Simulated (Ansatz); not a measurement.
## Li2O with an O vacancy: gradients before and after relaxing the atoms

Start: a supercell of Li2O (antifluorite type, Fm-3m) built from a computed structure from the Materials Project (it need not be an observed phase), with all atoms left at the host's positions.

Space group Fm-3m (No. 225); a = 9.3074 Å.

| site | Wyckoff | site symmetry | x | y | z |
| --- | --- | --- | --- | --- | --- |
| Li1 | 32f | .3m | 0.3750 | 0.3750 | 0.3750 |
| Li4 | 32f | .3m | 0.8750 | 0.6250 | 0.6250 |
| O17 | 24d | m.mm | 0.2500 | 0.2500 | 0.0000 |
| O23 | 4b | m-3m | 0.5000 | 0.5000 | 0.5000 |

One atom of each set is listed; the run and its k-mesh use a cell of 23 atoms with edges of 6.58, 6.58, 6.58 Å.

Computed with Ansatz: DFT, PBE, plane waves and PAW, scalar-relativistic, 420 eV cutoff, Γ-centred 4×4×4 k-points, Fermi–Dirac smearing 0.01 eV, cell charge +2.

The largest force at the start is 2.1 eV/Å. Relaxing the ions at fixed cell moves them by 0.287 Å at most (atom 7, Li) and 0.178 Å rms.

```json
{"site": "Li1", "moved (Å)": "0.094", "first shell before": "4 O at 2.02 Å", "first shell after": "4 O at 1.92–2.05 Å; also 6 Li at 2.22–2.24 Å", "V_zz before (10²¹ V/m²)": "-0.041", "η before": "0.00"}
{"site": "Li4", "moved (Å)": "0.287", "first shell before": "3 O at 2.02 Å", "first shell after": "3 O at 1.94 Å", "V_zz before (10²¹ V/m²)": "0.41", "η before": "0.00"}
{"site": "O17", "moved (Å)": "0.000", "first shell before": "8 Li at 2.02 Å", "first shell after": "8 Li at 1.94–2.05 Å", "V_zz before (10²¹ V/m²)": "4.70", "η before": "0.13"}
```

**Question.** What are V_zz and η after the relaxation?

**Answer.** 

```tsv
site	V_zz after	η after	change of V_zz
Li1	-0.045	0.00	0.00
Li4	0.48	0.00	+0.07
O17	0.95	0.80	-3.75
```

The largest change of V_zz is on O17, from 4.70 to 0.95. In per cent, |V_zz| changes by -80 on O (all sites that start above 2). On O17 V_xx and V_yy change places (or their axes turn by over 50°), so the two values of η hide a larger change. Sites without a gradient aren't listed. The electronic state changes along with the positions (a gap opens), so the changes aren't those of geometry alone.

The defect repeats with the cell of 23 atoms, so it feels its images: sites between two images don't show the values beside a lone defect, and zeros or small values of η there can come from the images' arrangement. A uniform background compensates the cell's charge. With these PAW files V_zz is typically within 2 to 3 % of all-electron values, but misses above 10 % occur on Li.
Before: The run isn't spin-polarised, and a state with spin may lie lower. The defect cell has no gap above 0.1 eV on its mesh, so the values can hang on the smearing and the k-mesh. The cell keeps the host's lattice, where the PBE pressure is 15 GPa (in a charged cell this depends on the convention for the mean potential). The neighbours have not yet relaxed around the defect (largest force 2.1 eV/Å), so a real crystal will differ.
After: The cell keeps the host's lattice, where the PBE pressure is 18 GPa (in a charged cell this depends on the convention for the mean potential).
